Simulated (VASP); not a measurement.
Input of a VASP 6.6.1 run:

Contents of INCAR:

```
SYSTEM = Al
PREC = Accurate
ENCUT = 680
EDIFF = 1E-7
ISMEAR = -1
SIGMA = 0.05
LREAL = .False.
LASPH = .True.
NELM = 80
ALGO = Normal
ISIF = 3
LWAVE = .False.
LCHARG = .False.
GGA = PE
IBRION = 2
NSW = 40
EDIFFG = -0.02
```

Contents of KPOINTS:

```
Automatic mesh
0
Gamma
  11 11 11
  0 0 0
```

Contents of POSCAR:

```
Al
1.0
    0.0000000000      2.0248050000      2.0248050000
    2.0248050000      0.0000000000      2.0248050000
    2.0248050000      2.0248050000      0.0000000000
Al
1
Direct
    0.0000000000      0.0000000000      0.0000000000
```

Potentials or basis: VASP PAW PBE potentials, release 64 (Al_GW).

Command:

```console
$ cat potpaw_PBE.64/Al_GW/POTCAR > POTCAR
$ mpirun -np 1 vasp_std > vasp.out
```

Problem. Estimate the relaxed cell.

Solution. a = 2.855 Å, b = 2.855 Å, c = 2.855 Å, α = 60.00°, β = 60.00°, γ = 60.00°.

Problem. What does it give for the space group after relaxing (to 0.05 Å)?

Solution. Fm-3m (No. 225).

Step by step:
```
step  energy change (eV)  largest force (eV/Å)  pressure (GPa)  volume (Å³)
   1              0.0000                0.0000           -0.58        16.60
   2             -0.0002                0.0000            0.10        16.46
```

The cell as given is a measured one (16.60 Å³/atom); PBE puts the equilibrium volume -0.9 % from it, thermal expansion not counted.
